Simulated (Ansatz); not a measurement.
Born–Oppenheimer molecular dynamics of a periodic cell of 33 atoms, Al₃₂H (host Al, host structure Fm-3m, interstitial H). It goes on from the last frame of an earlier run, with new velocities.

Level of theory: DFT PBE, scalar-relativistic, plane waves, PAW in Ansatz. Settings: accuracy low, cutoff 420 eV, k mesh 2x2x2, fermi-dirac smearing 0.05 eV, no spin polarisation.

| Item | Value |
| --- | --- |
| ensemble | NVT, Nosé–Hoover chain |
| time step | 0.5 fs |
| steps asked | 300 |
| set temperature | 1260 K |
| thermostat | time constant 200 fs, chain length 3 |
| seed | 79519 |

Frames 1 fs apart, positions in Å, forces in eV/Å.

Velocities at 60 fs (Å/ps):

```
Al -11.51 -3.51 3.94
Al -1.00 8.42 1.32
Al 1.24 -6.57 1.46
Al -3.74 16.13 -0.30
Al 5.31 -3.75 6.70
Al 10.17 -5.19 2.05
Al 4.32 -1.05 9.89
Al 5.12 -0.69 -3.65
Al 1.77 4.58 -1.10
Al 5.68 -1.16 -2.79
Al 2.90 -7.96 -3.61
Al 8.30 -0.52 -7.78
Al -6.35 5.23 -5.68
Al 4.79 0.63 4.46
Al 2.17 -3.75 -5.04
Al 0.75 0.83 -8.90
Al 2.23 -4.12 -4.67
Al -0.83 -1.08 0.89
Al -1.65 3.74 11.24
Al -8.28 -4.26 2.33
Al -5.58 1.88 -0.49
Al -8.62 -3.43 4.10
Al 3.33 3.63 -2.90
Al 4.51 -2.06 -7.97
Al 4.05 2.49 7.65
Al -8.86 -5.44 1.92
Al -14.04 4.68 4.12
Al 4.94 1.43 4.84
Al 2.55 9.99 -7.72
Al -4.46 -1.75 0.18
Al 1.19 0.76 -8.42
Al -1.06 -6.80 3.14
H 17.60 -36.71 21.61
```

```xyz
33
Lattice="8.0997 0.0000 0.0000 0.0000 8.0997 0.0000 0.0000 0.0000 8.0997" Properties=species:S:1:pos:R:3:forces:R:3 time_fs=60 energy_less_start_eV=1.228 T=981
Al 4.171 -0.049 -0.074 -0.14 -0.14 0.11
Al 6.261 1.950 0.000 -0.68 0.34 -0.16
Al 5.772 -0.024 2.023 0.62 0.19 -0.15
Al 0.138 0.222 -0.031 0.15 -0.87 0.45
Al 2.207 2.044 0.149 -0.35 -0.20 -0.01
Al 4.210 4.049 -0.088 0.44 -0.15 0.35
Al 6.194 5.935 -0.143 -0.78 0.61 0.05
Al 2.274 0.106 1.977 -0.28 -0.98 -0.33
Al 4.186 2.137 1.826 0.05 0.23 0.77
Al 6.214 4.360 1.911 -0.28 -1.26 0.43
Al 4.097 0.217 4.162 -0.16 -0.24 -0.57
Al 6.074 2.276 3.939 -0.73 -0.77 0.09
Al 6.089 0.173 6.000 -0.03 -0.04 0.25
Al 0.197 3.692 -0.022 -0.49 0.80 0.14
Al 2.134 5.659 0.167 -0.38 1.14 -0.28
Al -0.093 1.866 2.198 0.05 0.21 -1.19
Al 1.787 4.140 2.249 0.17 -0.56 -0.40
Al 4.010 5.858 2.212 -0.38 0.68 -0.59
Al -0.065 0.065 4.136 -0.40 -0.65 -0.01
Al 1.852 1.759 3.889 1.09 1.13 0.74
Al 3.798 3.967 4.006 0.35 -0.26 0.24
Al 6.061 6.342 4.001 -0.10 -0.82 0.57
Al 2.145 0.011 6.129 -1.41 -0.31 0.09
Al 3.773 1.932 6.123 1.86 0.10 -0.23
Al 5.833 4.045 5.854 0.29 0.32 0.41
Al -0.153 6.256 1.928 0.94 0.38 0.06
Al 0.002 3.890 4.101 -0.34 0.26 -0.08
Al 1.735 6.205 4.026 0.62 0.02 0.00
Al 0.189 1.902 6.018 -0.34 0.57 0.10
Al 2.272 3.885 6.172 -1.05 0.83 -0.22
Al 3.817 6.263 6.056 0.90 -1.16 -0.35
Al -0.012 6.032 6.331 0.16 0.91 0.06
H 0.713 4.946 5.313 0.63 -0.29 -0.34
33
Lattice="8.0997 0.0000 0.0000 0.0000 8.0997 0.0000 0.0000 0.0000 8.0997" Properties=species:S:1:pos:R:3:forces:R:3 time_fs=61 energy_less_start_eV=1.218 T=984
Al 4.159 -0.053 -0.070 -0.07 -0.14 0.08
Al 6.260 1.958 0.002 -0.71 0.32 -0.17
Al 5.774 -0.030 2.024 0.60 0.22 -0.19
Al 0.134 0.238 -0.032 0.16 -0.93 0.42
Al 2.212 2.040 0.156 -0.35 -0.14 -0.08
Al 4.220 4.044 -0.086 0.37 -0.12 0.31
Al 6.198 5.934 -0.133 -0.80 0.65 0.00
Al 2.279 0.105 1.973 -0.31 -0.98 -0.28
Al 4.188 2.142 1.825 0.07 0.20 0.81
Al 6.219 4.359 1.909 -0.32 -1.31 0.46
Al 4.100 0.209 4.159 -0.20 -0.19 -0.57
Al 6.082 2.275 3.932 -0.81 -0.76 0.13
Al 6.083 0.178 5.994 -0.02 -0.04 0.30
Al 0.202 3.692 -0.017 -0.49 0.78 0.14
Al 2.136 5.656 0.162 -0.35 1.13 -0.26
Al -0.093 1.867 2.189 0.07 0.20 -1.12
Al 1.789 4.135 2.244 0.13 -0.54 -0.33
Al 4.009 5.857 2.213 -0.37 0.66 -0.61
Al -0.066 0.069 4.147 -0.43 -0.72 -0.07
Al 1.844 1.755 3.891 1.14 1.15 0.69
Al 3.793 3.969 4.005 0.39 -0.28 0.28
Al 6.052 6.338 4.006 -0.04 -0.82 0.58
Al 2.148 0.015 6.126 -1.43 -0.32 0.11
Al 3.778 1.930 6.115 1.82 0.15 -0.20
Al 5.837 4.048 5.862 0.27 0.29 0.35
Al -0.162 6.251 1.930 1.02 0.43 0.09
Al -0.013 3.895 4.105 -0.25 0.33 -0.16
Al 1.740 6.206 4.031 0.57 0.01 -0.04
Al 0.191 1.912 6.010 -0.37 0.54 0.16
Al 2.268 3.883 6.172 -0.96 0.79 -0.19
Al 3.818 6.264 6.048 0.90 -1.17 -0.31
Al -0.013 6.026 6.334 0.20 0.86 -0.05
H 0.733 4.908 5.333 0.57 -0.20 -0.26
33
Lattice="8.0997 0.0000 0.0000 0.0000 8.0997 0.0000 0.0000 0.0000 8.0997" Properties=species:S:1:pos:R:3:forces:R:3 time_fs=62 energy_less_start_eV=1.211 T=986
Al 4.148 -0.056 -0.066 0.00 -0.15 0.06
Al 6.259 1.967 0.003 -0.73 0.29 -0.19
Al 5.775 -0.037 2.026 0.58 0.26 -0.23
Al 0.130 0.254 -0.032 0.17 -0.99 0.39
Al 2.218 2.036 0.163 -0.35 -0.09 -0.16
Al 4.230 4.039 -0.084 0.29 -0.09 0.28
Al 6.202 5.933 -0.123 -0.83 0.68 -0.05
Al 2.284 0.104 1.969 -0.33 -0.98 -0.23
Al 4.189 2.147 1.825 0.10 0.17 0.84
Al 6.225 4.357 1.906 -0.36 -1.35 0.50
Al 4.103 0.201 4.155 -0.24 -0.14 -0.57
Al 6.090 2.274 3.924 -0.88 -0.76 0.17
Al 6.076 0.183 5.989 -0.02 -0.04 0.35
Al 0.207 3.693 -0.013 -0.50 0.75 0.13
Al 2.138 5.652 0.157 -0.31 1.13 -0.24
Al -0.092 1.868 2.180 0.09 0.19 -1.05
Al 1.792 4.131 2.239 0.09 -0.52 -0.27
Al 4.008 5.857 2.214 -0.36 0.64 -0.64
Al -0.068 0.072 4.158 -0.46 -0.78 -0.13
Al 1.836 1.751 3.894 1.19 1.16 0.63
Al 3.787 3.971 4.005 0.43 -0.30 0.31
Al 6.043 6.334 4.010 0.02 -0.83 0.59
Al 2.151 0.018 6.124 -1.44 -0.34 0.12
Al 3.783 1.928 6.107 1.78 0.20 -0.17
Al 5.841 4.050 5.869 0.26 0.25 0.29
Al -0.171 6.245 1.932 1.10 0.47 0.13
Al -0.027 3.900 4.109 -0.16 0.40 -0.23
Al 1.746 6.207 4.036 0.53 0.00 -0.07
Al 0.193 1.922 6.002 -0.40 0.51 0.24
Al 2.263 3.882 6.172 -0.87 0.74 -0.16
Al 3.820 6.264 6.039 0.90 -1.18 -0.27
Al -0.014 6.019 6.337 0.25 0.79 -0.18
H 0.759 4.868 5.351 0.48 -0.09 -0.19
33
Lattice="8.0997 0.0000 0.0000 0.0000 8.0997 0.0000 0.0000 0.0000 8.0997" Properties=species:S:1:pos:R:3:forces:R:3 time_fs=63 energy_less_start_eV=1.213 T=987
Al 4.136 -0.060 -0.062 0.06 -0.16 0.03
Al 6.257 1.976 0.004 -0.75 0.27 -0.20
Al 5.777 -0.043 2.027 0.56 0.29 -0.26
Al 0.127 0.269 -0.032 0.18 -1.05 0.36
Al 2.223 2.032 0.170 -0.34 -0.04 -0.23
Al 4.241 4.034 -0.082 0.21 -0.06 0.24
Al 6.205 5.933 -0.113 -0.86 0.72 -0.09
Al 2.289 0.102 1.965 -0.36 -0.98 -0.17
Al 4.191 2.151 1.824 0.12 0.14 0.87
Al 6.230 4.355 1.904 -0.40 -1.39 0.53
Al 4.106 0.193 4.151 -0.28 -0.10 -0.57
Al 6.097 2.273 3.916 -0.96 -0.76 0.20
Al 6.070 0.188 5.983 -0.01 -0.04 0.40
Al 0.211 3.695 -0.008 -0.50 0.73 0.11
Al 2.140 5.650 0.151 -0.27 1.12 -0.22
Al -0.091 1.869 2.170 0.10 0.19 -0.97
Al 1.794 4.126 2.234 0.06 -0.50 -0.22
Al 4.007 5.856 2.214 -0.36 0.63 -0.66
Al -0.070 0.075 4.169 -0.48 -0.83 -0.18
Al 1.829 1.748 3.897 1.24 1.17 0.57
Al 3.782 3.973 4.005 0.46 -0.31 0.33
Al 6.035 6.330 4.015 0.07 -0.84 0.60
Al 2.153 0.022 6.121 -1.44 -0.35 0.14
Al 3.789 1.926 6.099 1.73 0.26 -0.14
Al 5.845 4.053 5.877 0.26 0.23 0.23
Al -0.178 6.240 1.934 1.17 0.51 0.16
Al -0.041 3.905 4.113 -0.08 0.48 -0.29
Al 1.751 6.209 4.041 0.48 -0.01 -0.10
Al 0.196 1.933 5.995 -0.44 0.47 0.31
Al 2.258 3.881 6.172 -0.75 0.68 -0.12
Al 3.822 6.263 6.030 0.89 -1.18 -0.22
Al -0.015 6.013 6.340 0.30 0.71 -0.30
H 0.790 4.827 5.366 0.37 0.02 -0.14
33
Lattice="8.0997 0.0000 0.0000 0.0000 8.0997 0.0000 0.0000 0.0000 8.0997" Properties=species:S:1:pos:R:3:forces:R:3 time_fs=64 energy_less_start_eV=1.225 T=985
Al 4.125 -0.064 -0.058 0.12 -0.17 0.00
Al 6.255 1.984 0.005 -0.76 0.24 -0.22
Al 5.779 -0.049 2.028 0.55 0.33 -0.29
Al 0.123 0.284 -0.031 0.18 -1.10 0.32
Al 2.228 2.028 0.176 -0.34 0.02 -0.31
Al 4.252 4.028 -0.079 0.13 -0.03 0.21
Al 6.209 5.932 -0.103 -0.89 0.75 -0.14
Al 2.294 0.100 1.962 -0.38 -0.98 -0.10
Al 4.193 2.156 1.824 0.14 0.11 0.90
Al 6.236 4.352 1.901 -0.44 -1.43 0.56
Al 4.108 0.185 4.146 -0.32 -0.05 -0.57
Al 6.105 2.271 3.909 -1.02 -0.76 0.23
Al 6.064 0.193 5.978 0.01 -0.05 0.44
Al 0.215 3.696 -0.004 -0.51 0.71 0.10
Al 2.142 5.647 0.146 -0.23 1.11 -0.19
Al -0.090 1.870 2.159 0.12 0.18 -0.88
Al 1.796 4.122 2.229 0.03 -0.48 -0.16
Al 4.006 5.856 2.214 -0.35 0.61 -0.68
Al -0.072 0.078 4.180 -0.51 -0.89 -0.24
Al 1.822 1.745 3.900 1.28 1.18 0.50
Al 3.777 3.974 4.005 0.50 -0.33 0.36
Al 6.026 6.326 4.019 0.13 -0.84 0.60
Al 2.154 0.025 6.118 -1.43 -0.37 0.15
Al 3.796 1.924 6.091 1.68 0.31 -0.11
Al 5.850 4.056 5.885 0.25 0.20 0.17
Al -0.186 6.236 1.936 1.23 0.55 0.20
Al -0.055 3.910 4.117 0.01 0.56 -0.33
Al 1.757 6.210 4.045 0.43 -0.01 -0.13
Al 0.198 1.943 5.987 -0.47 0.44 0.38
Al 2.252 3.880 6.172 -0.60 0.60 -0.07
Al 3.824 6.263 6.021 0.89 -1.17 -0.18
Al -0.016 6.007 6.343 0.35 0.64 -0.40
H 0.824 4.786 5.381 0.23 0.14 -0.12
33
Lattice="8.0997 0.0000 0.0000 0.0000 8.0997 0.0000 0.0000 0.0000 8.0997" Properties=species:S:1:pos:R:3:forces:R:3 time_fs=65 energy_less_start_eV=1.251 T=979
Al 4.113 -0.067 -0.054 0.19 -0.18 -0.03
Al 6.253 1.993 0.006 -0.77 0.21 -0.24
Al 5.781 -0.056 2.029 0.53 0.36 -0.32
Al 0.120 0.299 -0.031 0.19 -1.16 0.27
Al 2.232 2.025 0.182 -0.34 0.07 -0.38
Al 4.262 4.023 -0.077 0.05 0.01 0.18
Al 6.212 5.933 -0.093 -0.91 0.78 -0.19
Al 2.298 0.098 1.958 -0.41 -0.97 -0.04
Al 4.195 2.161 1.825 0.15 0.08 0.93
Al 6.240 4.348 1.899 -0.48 -1.46 0.59
Al 4.111 0.177 4.142 -0.36 -0.01 -0.57
Al 6.112 2.269 3.901 -1.09 -0.76 0.26
Al 6.057 0.199 5.973 0.02 -0.05 0.48
Al 0.219 3.698 0.001 -0.52 0.68 0.08
Al 2.144 5.645 0.141 -0.19 1.10 -0.17
Al -0.089 1.871 2.149 0.14 0.18 -0.79
Al 1.799 4.117 2.224 0.00 -0.46 -0.11
Al 4.004 5.856 2.214 -0.34 0.60 -0.70
Al -0.075 0.080 4.191 -0.53 -0.94 -0.29
Al 1.816 1.743 3.904 1.32 1.18 0.43
Al 3.772 3.975 4.005 0.53 -0.33 0.38
Al 6.018 6.321 4.025 0.18 -0.85 0.60
Al 2.155 0.028 6.115 -1.42 -0.38 0.16
Al 3.803 1.922 6.083 1.62 0.36 -0.08
Al 5.854 4.059 5.894 0.25 0.17 0.12
Al -0.193 6.231 1.938 1.30 0.59 0.23
Al -0.070 3.916 4.121 0.11 0.64 -0.37
Al 1.762 6.212 4.050 0.39 -0.02 -0.16
Al 0.200 1.954 5.980 -0.51 0.40 0.46
Al 2.246 3.880 6.172 -0.42 0.50 0.01
Al 3.827 6.262 6.013 0.88 -1.16 -0.13
Al -0.017 6.002 6.346 0.39 0.58 -0.49
H 0.860 4.747 5.394 0.05 0.26 -0.15
```

Of the whole run (150 fs, mean temperature of the second half 933 K): The conserved energy stayed within 0.025 meV per atom of its start (net change -0.0079 meV per atom), so the integration is sound. The mean temperature of the second half is 26 % below the set value. A run of 0.15 ps of so small a system gives no equilibrium averages. Limits of this set-up: coarse k mesh, odd electron count without spin, a small cell, in which the defect meets its images, a typed lattice constant that wasn't relaxed here, low accuracy level.

Time of the run: 23 min on 2 threads of Intel(R) Xeon(R) Platinum 8175M CPU @ 2.50GHz (Skylake/Cascade Lake) (shared host), peak memory 1.2 GiB.
